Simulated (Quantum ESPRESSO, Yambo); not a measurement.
An input for Yambo 5.3.0 (KBr (Fm-3m)):

```
HF_and_locXC
gw0
dyson
ppa
em1d
rim_cut
RandQpts= 1000000
RandGvec= 1 RL
EXXRLvcs= 76 Ry
VXCRLvcs= 304 Ry
Chimod= "HARTREE"
% BndsRnXp
 1 | 201 |
%
NGsBlkXp= 15.5 Ry
% LongDrXp
 1 | 1 | 1 |
%
% GbndRnge
 1 | 201 |
%
DysSolver= "n"
ExtendOut
PPAPntXp= 27.21138 eV
% QPkrange
 1 | 1 | 12 | 15 |
%
```

```sh
OMP_NUM_THREADS=1 mpirun -n 4 yambo -F gw2.in -J gw2 -C gw2 > gw2.log
```

The stored states that it reads are on a 4×4×4 mesh. The structure is cubic, space group Fm-3m (No. 225). The conventional cell has a = 6.600 Å, b = 6.600 Å, c = 6.600 Å, α = 90.00°, β = 90.00°, γ = 90.00°. Nearest to K lie 6 Br at 3.30 Å. Br has 6 K at 3.30 Å nearest. Farther neighbours and most contacts between anions are not listed.

Q: How long will it take on 4 MPI ranks of Arm Neoverse V1, shared host, and how much memory?

It took 6.3 min; on shared hardware allow 3.1 min to 13 min. Peak host memory was 2.1 GiB.

The screening grows as filled bands × empty bands × pairs of k points, times the square of the screening basis for the matrix.

[Paths, hosts, dates, memory and timing lines, banners, echoed tables and standing remarks are left out of the program output.]

[Logs are printed without paths, hosts, clocks, repeated set-up lines and the standing remarks that a program may print on its own settings, such as how far it seeks lower states.]

[Runs of the session that timed out or met a known fault of the program may be left out.]

[Hosts, paths, dates, database ids (printed as entryN), source tags and the programs' standing remarks are cut or masked in the printed files.]
